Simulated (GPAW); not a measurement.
Runs of GPAW 26.7.0 on BP. It takes space group F-43m (No. 216, cubic). The conventional cell has a = 4.538 Å, b = 4.538 Å, c = 4.538 Å, α = 90.00°, β = 90.00°, γ = 90.00°. P (site symmetry -43m) is surrounded by 4 B at 1.97 Å. B (site symmetry -43m) has 4 P at 1.97 Å as nearest neighbours. 

```tsv
task	level	potentials or basis	k mesh	cutoff (eV)	smearing	maxiter	band path	band points	response ecut	extrapolate	gap on the mesh (eV)	pressure (GPa)
band structure	r2SCAN	GPAW PAW data sets (gpaw-data 1.2.1), pw	10 × 10 × 10	800	fermi-dirac 0.05 eV	150	GXWKGLUWLK,UX	80	-	-	1.42	(c)
band structure	RPBE	the program's PAW data sets (release 1.2.1) made for this functional, pw	10 × 10 × 10	800	fermi-dirac 0.05 eV	150	GXWKGLUWLK,UX	80	-	-	1.27	4.2
band structure	revPBE	the program's PAW data sets (release 1.2.1) made for this functional, pw	10 × 10 × 10	800	fermi-dirac 0.05 eV	150	GXWKGLUWLK,UX	80	-	-	1.26	(b)
band structure	PBE	GPAW PAW data sets (gpaw-data 1.2.1), pw	10 × 10 × 10	800	fermi-dirac 0.05 eV	150	GXWKGLUWLK,UX	80	-	-	1.24	1.4
band structure	BLYP	PAW data sets generated in the run's folder for this functional, pw	10 × 10 × 10	800	fermi-dirac 0.05 eV	150	GXWKGLUWLK,UX	80	-	-	1.51	6.2
band structure	PBEsol	PAW data sets generated in the run's folder for this functional, pw	10 × 10 × 10	800	fermi-dirac 0.05 eV	150	GXWKGLUWLK,UX	80	-	-	1.14	(a)
single point	PBE	GPAW PAW data sets (gpaw-data 1.2.1), pw	8 × 8 × 8	600	fermi-dirac 0.05 eV	120	-	-	-	-	1.27	1.4
```

Alike in all rows: no spin polarisation; cell as given.

Q: Fill in the values left out.

A: (a) -1.7; (b) 3.5; (c) 0.1.

Caveats: the PAW data sets were made with another functional, which shifts forces and pressure a little (some runs); the cutoff is short for stress and forces, so pressures can be off by a GPa or more (some runs).

A k mesh can miss the band edges.
